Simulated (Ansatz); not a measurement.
## SnO2 (P4_2/mnm): the host for defect calculations

Aim: the runs on the perfect crystal SnO2 (P4_2/mnm) that a defect calculation needs first.

Method: plane-wave PAW DFT, PBEsol; relaxation of the host's cell and atoms; PAW set soft_1, in the first sound run; inputs show where later runs differ, in Ansatz 0.2.0.

## (1) The starting structure

Symmetry: P4_2/mnm, No. 136, tetragonal system. The conventional cell has a = 4.765 Å, b = 4.765 Å, c = 3.207 Å, α = 90.00°, β = 90.00°, γ = 90.00°. Nearest to Sn lie 6 O at 2.06 to 2.07 Å. Nearest to O lie 3 Sn at 2.06 to 2.07 Å. Farther neighbours and most contacts between anions are not listed.

## (2) Host cell relaxation

Cell and atoms are relaxed together, until forces and stress fall under their thresholds.

cell/input.yaml reads:

```yaml
crystal:
  lattice:
    - [4.764818, 0.0, 0.0]
    - [0.0, 4.764818, 0.0]
    - [0.0, 0.0, 3.2074998]
  atoms:
    - { symbol: Sn, position: [0.5, 0.5, 0.5] }
    - { symbol: Sn, position: [0.0, 0.0, 0.0] }
    - { symbol: O, position: [0.1940277, 0.8059723, 0.5] }
    - { symbol: O, position: [0.8059723, 0.1940277, 0.5] }
    - { symbol: O, position: [0.3059723, 0.3059723, 0.0] }
    - { symbol: O, position: [0.6940277, 0.6940277, 0.0] }
basis:
  ecutwfc: 420
  xc_grid: 2
hamiltonian:
  xc: pbesol
  pseudopotentials: { kind: paw, azcp: { folder: soft_1 }, xc_functional: pbe }
kpoints:
  mp_grid: { grid: [6, 6, 9] }
scf:
  occupations: { method: fixed }
  max_iter: 100
relax:
  f_tol: 0.005
  max_steps: 60
  cell: {}
output:
  forces: true
  stress: true
checkpoint:
  write: "../cell.run"
  compress: false
  write_wavefunctions: false
  write_every: 100000
```

On the command line:

```console
ansatz run input.yaml --threads 32 --pin off --max-ram 84787MiB --backend cuda --events-out ev --progress --plain --runs-dir out --max-vram 78GiB
```

Numbers of over 12 decimals in the logs are rounded to 6 here.

The program printed:

```text
[... repeated set-up lines and file paths are left out, and long positions are rounded to six places ...]
Engine: ansatz 0.2.0, aarch64-unknown-linux-gnu
Pseudopotentials: kind: paw
Pseudopotential: Sn, paw, valence charge 14, recommended cutoff 420 eV (normal), soft_1/Sn.paw.azcp
Pseudopotential: O, paw, valence charge 6, recommended cutoff 420 eV (normal), soft_1/O.paw.azcp
Functional definition: PBEsol
  exchange = pbesol_x
  correlation = pbesol_c
[...]
Crystal: 6 atoms, lattice volume = 72.821 Å³
Basis set: ecut = 420 eV, 1435 PW (Γ), exchange–correlation on 64×64×48 points (8 copies of the dense FFT grid, shifted against one another)
Bands: 32, of which v1, the nominal top of the filled ones, is band 26 counted from 1 (25 counted from 0)
Symmetry: 16 space group operations
Space group: P42/mnm (ITA 136), of the structure as read, at distance tolerance 4.2e-5 Å
k-points: 50 of 324
Non-local potential: Sn, projectors of the file, l = 0: 2, l = 1: 2, l = 2: 2, l = 3: 1
Non-local potential: O, projectors of the file, l = 0: 2, l = 1: 2, l = 2: 1
PAW form: soft (Blöchl's): semilocal exchange-correlation on the pseudo side does not see the compensation charge
PAW frozen core: Sn, regenerated for the run's functional, and the local potential with it (the file was generated under x = pbe(κ = 0.804, μ = 0.219515), c = pbe(β = 0.066725))
PAW frozen core: O, regenerated for the run's functional, and the local potential with it (the file was generated under x = pbe(κ = 0.804, μ = 0.219515), c = pbe(β = 0.066725))
PAW one-centre angular grid: Sn, 590 points (default); XC on 64 Gauss nodes
PAW one-centre angular grid: O, 110 points (default); XC on 64 Gauss nodes
Initial density: superposition of atomic densities (chi_scale 0.1, normalization cell, long waves kept (reshape's long-wave potential 0.00 eV rms))
Initial wavefunctions: pseudopotential atomic-orbital guess
[...]
Functional: x = pbesol(κ = 0.804, μ = 0.123457), c = pbesol(β = 0.046)
SCF iter   1: F=—  HF=-14143.802544 eV  |Δ(HF+E_count)|=         —  Δρ=6.92e-2  dr2=2.57e0  Hψ=6253
preconditioner: auto → Resta (q_TF=auto, 2.579 Å⁻¹)  ε∞=3.5  [insulator: Δε(μ)=1.325 eV  Ē_g=19.864 eV  n_scr=18 (ndim 8)  ℏωp=31.4 eV  f_vac=0.000  ε∞_Penn≈3.5]
SCF iter   2: F=—  HF=-14143.302944 eV  |Δ(HF+E_count)|=   5.00e-1  Δρ=3.50e-2  dr2=4.57e-1  Hψ=3383
SCF iter   3: F=—  HF=-14143.241614 eV  |Δ(HF+E_count)|=   6.13e-2  Δρ=1.03e-2  dr2=7.14e-2  Hψ=2375
automatic band count: iteration 3 solves 30 bands in place of 32: the levels show a gap, and the empty bands left out lie too high to hold charge; the band table lists the bands solved (type scf.n_extra_bands for more)
SCF iter   4: F=—  HF=-14143.235077 eV  |Δ(HF+E_count)|=   6.54e-3  Δρ=1.92e-3  dr2=2.06e-3  Hψ=2158
[...]
SCF iter   8: F=-14143.236967 eV  HF=-14143.236967 eV  |Δ(HF+E_count)|=   1.22e-7  Δρ=2.34e-6  dr2=3.57e-9  Hψ=5650
SCF 1 converged in 8 iterations: F = -14143.236967 eV  dr2 = 3.57e-9
  greatest PAW one-centre occupation: 0.997 electrons in one spin orbital (limit 2), on the Sn atom at site 0 (counted from 0), in its partial waves of l = 2
relax step   1: F+E_penalty+E_count = -14143.23696716 eV  Δ(F+E_penalty+E_count) = +0.000e0 eV  max|allowed force component| = 2.593e-2 eV/Å  Δτ_max = 0.0000 Å  P = +0.508 GPa  Ω = 72.821 Å³  (8 SCF iters, dr2 threshold 1.00e-7 eV, accepted)
[... the SCF cycles and remarks between the steps are left out from here to the last step ...]
relax step   2: F+E_penalty+E_count = -14143.23694322 eV  Δ(F+E_penalty+E_count) = +2.394e-5 eV  max|allowed force component| = 5.616e-3 eV/Å  Δτ_max = 0.0027 Å  P = +0.022 GPa  Ω = 72.990 Å³  energy of the carried Pulay correction = -4.132e-4 eV  (4 SCF iters, dr2 threshold 6.00e-7 eV, accepted)
relax step   3: F+E_penalty+E_count = -14143.23698640 eV  Δ(F+E_penalty+E_count) = -4.319e-5 eV  max|allowed force component| = 4.621e-3 eV/Å  Δτ_max = 0.0008 Å  P = -0.002 GPa  Ω = 73.008 Å³  energy of the carried Pulay correction = -4.569e-4 eV  (3 SCF iters, dr2 threshold 9.94e-8 eV, accepted)
relax step   4: F+E_penalty+E_count = -14143.23698161 eV  Δ(F+E_penalty+E_count) = +4.791e-6 eV  max|allowed force component| = 2.709e-3 eV/Å  Δτ_max = 0.0001 Å  P = -0.003 GPa  Ω = 73.013 Å³  energy of the carried Pulay correction = -4.695e-4 eV  (3 SCF iters, dr2 threshold 1.13e-8 eV, accepted)
[...]
iter 1 solved again at ethr=2.30e-8 eV; its pass at ethr=3.10e-3 eV (dr2=1.20e-5 eV) is discarded
SCF iter   1: F=—  HF=-14143.237307 eV  |Δ(HF+E_count)|=         —  Δρ=3.16e-5  dr2=4.72e-8  Hψ=11182
[...]
SCF iter   2: F=—  HF=-14143.237446 eV  |Δ(HF+E_count)|=   1.40e-4  Δρ=1.56e-5  dr2=1.09e-8  Hψ=2932
SCF iter   3: F=—  HF=-14143.237447 eV  |Δ(HF+E_count)|=   7.71e-7  Δρ=3.50e-6  dr2=7.31e-10  Hψ=1996
SCF iter   4: F=-14143.237447 eV  HF=-14143.237447 eV  |Δ(HF+E_count)|=   3.44e-8  Δρ=2.71e-7  dr2=2.52e-11  Hψ=10097
SCF 5 converged in 4 iterations: F = -14143.237447 eV  dr2 = 2.52e-11
relax step   5: F+E_penalty+E_count = -14143.23744719 eV  Δ(F+E_penalty+E_count) = -4.656e-4 eV  max|allowed force component| = 2.716e-3 eV/Å  Δτ_max = 0.0000 Å  P = +0.011 GPa  Ω = 73.013 Å³  stress off target by 3.40e-2 GPa  SCF on the basis re-selected at this cell (its energy is not comparable with the rows above)  (4 SCF iters)
basis re-selected at this cell: Δ(F+E_penalty+E_count) = -4.656e-4 eV, ΔP = +0.013 GPa vs the last step (what re-selecting the basis moved, of the pressure what is left beyond the Pulay correction that the steps carried, after the strain that the cell walked [...]
SCF converged after 4 iterations
Free energy (F): -14143.237447 eV
Harris-Foulkes:  -14143.237447 eV  (|F-HF|=1.07e-10)
Internal energy: -14143.237447 eV  (E = F + TS)
E sigma→0 (E₀):  -14143.237447 eV
Fermi energy:    9.130906 eV
--- Per-component energies (eV) ---
  E_band       = -133.811509
  E_kinetic    = 1015.120365
  E_local      = -3198.456364  (includes V_loc(G=0)·N_el)
  E_nonlocal   = 505.972971
  E_hartree    = 1449.202269
  E_xc         = -530.120326
  E_vxc        = -521.862761  (∫ρ·V_xc dr)
  E_paw        = -9229.311581  (= ΣΔE_a)
  E_vpaw       = -832.994282  (= ΣTr[D̂ρ^β])
  E_aug_tail   = 0.003906  (compensation charges beyond the density's cutoff)
  E_ewald      = -4156.359518
  E_core_change = 0.710831  (= ΣΔE_core)
  E_smearing   = -0.000000  (= −TS)
  E_closure    = -0.000000  (closes the sum)
  Σ components = -14143.237447   (vs F -14143.237447, Δ=0.00e0)
--- Forces (eV/Å), atoms counted from 1 ---
  atom   1  Sn     0.00000000     0.00000000     0.00000000
  atom   2  Sn     0.00000000     0.00000000     0.00000000
  atom   3  O     -0.00271553     0.00271553     0.00000000
  atom   4  O      0.00271553    -0.00271553     0.00000000
  atom   5  O      0.00271553     0.00271553     0.00000000
  atom   6  O     -0.00271553    -0.00271553     0.00000000
  max |Σ_I F_I| component: 1.73e-18 eV/Å
--- Stress (GPa, compression-positive) ---
        0.033016       0.000000       0.000000
        0.000000       0.033016       0.000000
        0.000000       0.000000      -0.034006
  P = ⅓ Tr σ = 0.0107 GPa (0.107 kbar)
--- Band table (eV; the first three rows and the last of 50) ---
  k-point 0: bands = ["-11.8868", "-11.1467", "-10.8980", "-10.8743", "-10.8743", "-10.7984", "-10.7537", "-10.6698", "-10.6413", [... rest cut ...]
  k-point 1: bands = ["-11.8302", "-11.0793", "-10.9864", "-10.9864", "-10.8765", "-10.8087", "-10.7490", "-10.6702", "-10.6574", [... rest cut ...]
--- Relaxed structure (4 steps of the walk, 4 accepted, 1 SCFs on fresh bases) ---
  F+E_penalty+E_count = -14143.23744719 eV   max|allowed force component| = 2.716e-3 eV/Å   (the final SCF, on the basis selected at the relaxed cell)
  cell:  # Å, volume = 73.0131 Å³
    - [4.767812, 0, 0.0]
    - [0, 4.767812, 0.0]
    - [0.0, 0.0, 3.211903]
  atoms:
    - { symbol: Sn, position: [0.500000, 0.500000, 0.500000] }
    - { symbol: Sn, position: [0, 0, 0.0] }
    - { symbol: O, position: [0.193728, 0.806272, 0.500000] }
    - { symbol: O, position: [0.806272, 0.193728, 0.500000] }
    - { symbol: O, position: [0.306272, 0.306272, 0.0] }
    - { symbol: O, position: [0.693728, 0.693728, 0.0] }
```

Wall time 2.4 s (1 × NVIDIA GB200 with 32 threads of Arm Neoverse V2, shared host); peak memory 1 GiB.

The steps of the relaxation:

| step | energy less that of the first step (eV) | largest force component (eV/Å) | pressure (GPa) | volume (Å³) |
| --- | --- | --- | --- | --- |
| 1 | 0.0000 | 0.0259 | 0.51 | 72.82 |
| 2 | 0.0000 | 0.0056 | 0.02 | 72.99 |
| 3 | 0.0000 | 0.0046 | 0.00 | 73.01 |
| 4 | 0.0000 | 0.0027 | 0.00 | 73.01 |
| 5* | -0.0005 | 0.0027 | 0.01 | 73.01 |

Relaxation steps marked * repeat the geometry before them on a plane-wave basis chosen anew for their cell, so energy and pressure can jump there.

The run keeps the 16 symmetry operations that it works with, so distortions that break them were not tested.

| conventional cell, symmetrised | before | after | change |
| --- | --- | --- | --- |
| a (Å) | 4.765 | 4.768 | +0.1 % |
| b (Å) | 4.765 | 4.768 | +0.1 % |
| c (Å) | 3.207 | 3.212 | +0.1 % |
| volume (Å³/atom) | 12.14 | 12.17 | +0.3 % |

Final coordinates:

```xyz
6
Lattice="4.7678 0.0000 0.0000 0.0000 4.7678 0.0000 0.0000 0.0000 3.2119" Properties=species:S:1:pos:R:3 pbc="T T T"
Sn    2.3839    2.3839    1.6060
Sn    0.0000    0.0000    0.0000
O     0.9237    3.8441    1.6060
O     3.8441    0.9237    1.6060
O     1.4602    1.4602    0.0000
O     3.3076    3.3076    0.0000
```

This step gave:

```
pressure : 0.01068 GPa
```

The cell grew by 0.3 % in volume.

## (3) Dielectric tensors of the host

The response to a uniform electric field gives the electronic dielectric tensor.

This step: plane-wave PAW DFPT, PBEsol; dielectric tensors, Born charges and zone-centre modes of the host; PAW set soft_1 (Ansatz 0.2.0).

eps/input.yaml reads:

```yaml
crystal:
  lattice:
    - [4.7678118222, 0.0, 0.0]
    - [0.0, 4.7678118222, 0.0]
    - [0.0, 0.0, 3.2119026566]
  atoms:
    - { symbol: Sn, position: [0.5, 0.5, 0.5] }
    - { symbol: Sn, position: [0.0, 0.0, 0.0] }
    - { symbol: O, position: [0.193727843, 0.806272157, 0.5] }
    - { symbol: O, position: [0.806272157, 0.193727843, 0.5] }
    - { symbol: O, position: [0.306272157, 0.306272157, 0.0] }
    - { symbol: O, position: [0.693727843, 0.693727843, 0.0] }
basis:
  ecutwfc: 420
hamiltonian:
  xc: pbesol
  pseudopotentials: { kind: paw, azcp: { folder: soft_1 }, xc_functional: pbe }
kpoints:
  mp_grid: { grid: [5, 5, 7] }
scf:
  occupations: { method: fixed }
  max_iter: 100
phonons:
  method: dfpt
  dielectric: true
  rigid_motions: translations
```

The program printed:

```text
[...]
Crystal: 6 atoms, lattice volume = 73.013 Å³
Basis set: ecut = 420 eV, 1435 PW (Γ), exchange–correlation on 64×64×48 points (8 copies of the dense FFT grid, shifted against one another)
Bands: 32, of which v1, the nominal top of the filled ones, is band 26 counted from 1 (25 counted from 0)
Symmetry: 16 space group operations
k-points: 88 of 175 (irreducible under 1 space group operation, time reversal used)
[...]
SCF iter   1: F=—  HF=-14143.798405 eV  |Δ(HF+E_count)|=         —  Δρ=6.90e-2  dr2=2.55e0  Hψ=10900
[...]
SCF iter   2: F=—  HF=-14143.303003 eV  |Δ(HF+E_count)|=   4.95e-1  Δρ=3.49e-2  dr2=4.57e-1  Hψ=5946
[...]
SCF iter  10: F=-14143.237194 eV  HF=-14143.237194 eV  |Δ(HF+E_count)|=  9.46e-11  Δρ=7.13e-8  dr2=1.97e-12  Hψ=19266
SCF 1 converged in 10 iterations: F = -14143.237194 eV  dr2 = 1.97e-12
[...]
the response reads at least the filled bands of the reference SCF and the lowest empty band at each k-point, and that SCF's band table does not vouch for those bands. The notice of the band table in this run's record says why
[...]
NSCF: frozen V_eff on 1 k-points
[...]
NSCF: frozen V_eff on 24 k-points, pencils in batches of 32, up to order 128
[...]
DFPT response loops at q = (0, 0, 0) (fractional): preconditioner auto → Resta (q_TF=auto, 2.578 Å⁻¹)  ε∞=8.1 (no band partly filled); β = 1.00, the filter's whole step (`scf.mixing.beta` (0.50) is not read by the response loops at its default; [...]
[...]
DFPT response loops at Γ: preconditioner auto → Resta (q_TF=auto, 2.578 Å⁻¹)  ε∞=8.1 (no band partly filled); β = 1.00, the filter's whole step (`scf.mixing.beta` (0.50) is not read by the response loops at its default; [...]
── the response to a field inside a basis, on 8×8×12 k-points: an SCF that follows is theirs, and a resumed run solves both again ──
[...]
Bands: 27, of which v1, the nominal top of the filled ones, is band 26 counted from 1 (25 counted from 0)
k-points: 60 of 768
[...]
Eigensolver: Dense (60 Hₖ)
[...]
SCF 1 converged in 4 iterations: F = -14143.141844 eV  dr2 = 6.75e-8
[...]
SCF converged after 10 iterations
[...]
--- Phonons (Γ-DFPT): 4 representative perturbations + reference (Σ response iterations 21) ---
  k mesh reduced under 1 symmetry operation, with k and −k counted as one. Each operation leaves every solved perturbation unchanged. A smaller set is not considered because the run solves the response to a homogeneous field
  ASR residual: 2.762e-5 → 0.000e0 eV/Å²; symmetrization residual: 2.592e-10 eV/Å²
  ASR residual per site (eV/Å²): 1.56e-5 1.56e-5 2.76e-5 2.76e-5 2.76e-5 2.76e-5
  Γ frequencies (cm⁻¹): 0.00 0.00 0.00 103.68 143.31 219.69 219.69 271.47 271.47 341.94 447.68 453.43 453.43 545.01 575.67 575.67 607.03 732.51
  ε∞ (high-frequency dielectric tensor):
        4.598334     0.000000     0.000000
        0.000000     4.598334     0.000000
        0.000000     0.000000     4.907023
  ε⁰ (static dielectric tensor: ions relaxed, cell fixed):
       13.480646    -0.000000     0.000000
       -0.000000    13.480646     0.000000
        0.000000     0.000000    10.415323
  ε⁰ − ε∞ (ionic part):
        8.882312    -0.000000     0.000000
       -0.000000     8.882312     0.000000
        0.000000     0.000000     5.508300
  softest optical mode at Γ: 103.68 cm⁻¹; the repairs (sum rule, projections) moved no ω² at Γ by more than (0.73 cm⁻¹)²
  Born effective charges Z* (e; rows j = field, columns β = displacement):
    site 0:
         4.13426   -0.49167    0.00000
        -0.49167    4.13426    0.00000
         0.00000    0.00000    4.54350
    site 1:
         4.13426    0.49167    0.00000
         0.49167    4.13426    0.00000
         0.00000    0.00000    4.54350
    site 2:
        -2.06713    0.75985   -0.00000
         0.75985   -2.06713   -0.00000
        -0.00000   -0.00000   -2.27175
    site 3:
        -2.06713    0.75985   -0.00000
         0.75985   -2.06713   -0.00000
        -0.00000   -0.00000   -2.27175
    site 4:
        -2.06713   -0.75985   -0.00000
        -0.75985   -2.06713   -0.00000
        -0.00000   -0.00000   -2.27175
    site 5:
        -2.06713   -0.75985   -0.00000
        -0.75985   -2.06713   -0.00000
        -0.00000   -0.00000   -2.27175
  Z* charge neutrality: 1.131e-2 e pre-enforcement
  solved inside a basis spanned on kpoints, on 8×8×12 k-points, its susceptibility summed on 10×10×14: ε∞ is read to err by 2.6e-2, Z* by 3.2e-2 e (field_mesh: kpoints solves on kpoints); Z* is corrected for what the basis lacks
  optical modes at Γ without the LO–TO term, one row a degenerate level:
      ω (cm⁻¹)  modes    IR ((D/Å)²/amu)
        103.68      1             0.0000
        143.31      1             0.0000
        219.69      2            19.6146
        271.47      2             4.8726
        341.94      1             0.0000
        447.68      1            37.7920
        453.43      2             0.0000
        545.01      1             0.0000
        575.67      2            44.9427
        607.03      1             0.0000
        732.51      1             0.0000
  optical modes at Γ + LO–TO along q̂ = [1.0000, 0.0000, 0.0000]:
      ω (cm⁻¹)  modes    IR ((D/Å)²/amu)
        103.68      1             0.0000
        143.31      1             0.0000
[...]
optical modes at Γ + LO–TO along q̂ = [0.0000, 1.0000, 0.0000]:
      ω (cm⁻¹)  modes    IR ((D/Å)²/amu)
[...]
732.51      1             0.0000
  optical modes at Γ + LO–TO along q̂ = [0.0000, 0.0000, 1.0000]:
      ω (cm⁻¹)  modes    IR ((D/Å)²/amu)
        103.68      1             0.0000
        143.31      1             0.0000
        219.69      2            19.6146
        271.47      2             4.8726
        341.94      1             0.0000
        453.43      2             0.0000
        545.01      1             0.0000
        575.67      2            44.9427
        607.03      1             0.0000
        652.23      1            37.7920
        732.51      1             0.0000
```

Elapsed: 9.2 s, on 1 × NVIDIA GB200 with 32 threads; peak memory 1.9 GiB.

The column dr2 measures how far the density is from self-consistency, as an energy; F and HF (Harris–Foulkes) agree once it is small.

Electronic dielectric tensor:

```
4.60 0.00 0.00
0.00 4.60 0.00
0.00 0.00 4.91
```

Static dielectric tensor:

```
13.48  0.00  0.00
 0.00 13.48  0.00
 0.00  0.00 10.42
```

The principal values of the electronic dielectric tensor are 4.60, 4.60 and 4.91. The principal values of the static dielectric tensor are 10.42, 13.48 and 13.48.

(Part 1 of 2 ends here.)

[Logs are printed without paths, hosts, clocks, repeated set-up lines and the standing remarks that a program may print on its own settings, such as how far it seeks lower states.]

[Hosts, paths, dates, database ids (printed as entryN), source tags and the programs' standing remarks are cut or masked in the printed files.]

[Runs of the host that timed out are not shown.]

[For some hosts the program warned that the k-mesh of the response run may be too coarse for force constants and the static dielectric constant; such warnings are not always shown.]

[The program warned that the k-mesh of a response run behind this text may be too coarse: force constants, and the static dielectric constant and all else formed from them, are not shown converged.]
